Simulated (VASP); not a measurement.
Wanted: the native input for a VASP 6.6.1 run.

```yaml
Task: single point
Functional: PBE
Potentials_or_basis: VASP PAW PBE potentials, release 64 (Ru_pv)
Cutoff: 520 eV
k_mesh: 15 × 15 × 1
Occupations: gaussian, width 0.1 eV
Spin: no spin polarisation
Dipole_correction: yes
Further_INCAR_settings: ALGO = Fast; EDIFF = 1e-06; NBANDS = 28
```

The structure of Ru lies in POSCAR:

```
Ru
1.0
    2.7200250912      0.0000000000      0.0000000000
   -1.3600125456      2.3556108279      0.0000000000
    0.0000000000      0.0000000000     19.2967694965
Ru
3
Direct
    0.3333333333      0.6666666667      0.3927781538
    0.6666666667      0.3333333333      0.5000000143
    0.3333333333      0.6666666667      0.6072218319
```

The cell isn't the ideal one: (0 0 1) slab, atoms relaxed.

These files were run (other wordings do the same):

INCAR

```
SYSTEM = Ru
PREC     = Accurate       ! precision mode
ENCUT    = 520            ! plane-wave cutoff, eV
EDIFF    = 1E-6           ! SCF threshold, eV
ISMEAR   = 0              ! smearing method
SIGMA    = 0.1            ! smearing width, eV
LREAL    = .False.        ! projectors in reciprocal space
LASPH    = .True.         ! aspherical terms in the spheres
NELM     = 100            ! most SCF steps
ALGO     = Fast           ! electronic algorithm
ISIF     = 2              ! what is computed and relaxed
LWAVE    = .False.        ! write WAVECAR
LCHARG   = .True.         ! write CHGCAR
LDIPOL   = .True.       
IDIPOL   = 3            
DIPOL    = 0.5 0.5 0.500
GGA      = PE             ! functional
LELF     = .True.         ! ELF
LVHAR    = .True.       
LVACPOTAV= .True.       
NBANDS   = 28             ! bands
```

KPOINTS

```
Automatic mesh
0
Gamma
  15 15 1
  0 0 0
```

Potentials or basis: VASP PAW PBE potentials, release 64 (Ru_pv).

Run with:

```sh
$ cat potpaw_PBE.64/Ru_pv/POTCAR > POTCAR
$ mpirun -np 1 vasp_std > vasp.out
```

Results of the run:

```
Largest force                   : 0.012 eV/Å
Band gap on the k mesh          : none (metal or under the smearing width)
Work function of the upper face : 4.95 eV
Work function of the lower face : 4.95 eV
```

It took 2.4 min on 1 thread of Intel(R) Xeon(R) Platinum 8488C (Sapphire Rapids) (shared host), peak memory 0.26 GiB.
